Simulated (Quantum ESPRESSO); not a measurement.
**Al: phonon spectrum and thermodynamics under several settings**

```
Al
1.0
     0.00000    2.02481    2.02481
     2.02481    0.00000    2.02481
     2.02481    2.02481    0.00000
Al
1
Cartesian
  0.0000 0.0000 0.0000
```

All runs used Quantum ESPRESSO 7.5; k mesh 12 × 12 × 12; relaxed cell; no spin polarisation; cutoff 544 eV; q mesh 4 × 4 × 4.

| level | potentials | occupations | volume (Å³/atom) | zero-point energy (meV/atom) | entropy at room temperature (k_B/atom) |
| --- | --- | --- | --- | --- | --- |
| PBE | PseudoDojo 0.4.1 SR PBE standard | methfessel-paxton, width 0.136 eV | ? | ? | ? |
| PBEsol | PseudoDojo 0.4.1 SR PBEsol standard | cold, width 0.272 eV | 16.18 | 40.0 | 3.18 |

Question: What stands in the row left open?

Answer: Volume 16.49 Å³/atom; zero-point energy 38.7 meV/atom; entropy at room temperature 3.27 k_B/atom.
